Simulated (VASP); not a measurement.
Here is a VASP 6.6.1 calculation.

Contents of INCAR:

```
  PREC = Accurate
  ENCUT = 600
  EDIFF = 1E-7
  ISMEAR = 0
  SIGMA = 0.02
  LREAL = F
  LASPH = T
  NELM = 100
  ALGO = Normal
  ISIF = 3
  LWAVE = F
  LCHARG = F
  GGA = PS
  IBRION = 2
  NSW = 90
  EDIFFG = -0.005
```

Contents of KPOINTS:

```
Automatic mesh
0
Gamma
  9 9 6
```

POSCAR

```
AlN
1.0
    3.3121157400      0.0000000000      0.0000000000
   -1.6560578700      2.8683763700      0.0000000000
    0.0000000000      0.0000000000      4.1875630000
Al N
2 2
Direct
    0.3333333300      0.6666666700      0.7500000000
    0.6666666700      0.3333333300      0.2500000000
    0.3333333300      0.6666666700      0.2500000000
    0.6666666700      0.3333333300      0.7500000000
```

Potentials or basis: VASP PAW PBE potentials, release 64 (Al, N).

Command:

```bash
$ cat potpaw_PBE.64/Al/POTCAR potpaw_PBE.64/N/POTCAR > POTCAR
$ mpirun -np 1 vasp_std > vasp.out
```

Predict the relaxed cell.

a = 3.301 Å, b = 3.301 Å, c = 4.138 Å, α = 90.00°, β = 90.00°, γ = 120.00°.

Estimate the space group after relaxing (to 0.05 Å).

P6_3/mmc (No. 194).

Final structure:
```cif
data_structure
_symmetry_space_group_name_H-M 'P 1'
_symmetry_Int_Tables_number 1
_cell_length_a 3.3008
_cell_length_b 3.3008
_cell_length_c 4.1384
_cell_angle_alpha 90.000
_cell_angle_beta 90.000
_cell_angle_gamma 120.000
_cell_volume 39.05
loop_
_atom_site_label
_atom_site_type_symbol
_atom_site_fract_x
_atom_site_fract_y
_atom_site_fract_z
_atom_site_occupancy
Al1 Al 0.33333 0.66667 0.75000 1
Al2 Al 0.66667 0.33333 0.25000 1
N1 N 0.33333 0.66667 0.25000 1
N2 N 0.66667 0.33333 0.75000 1
```
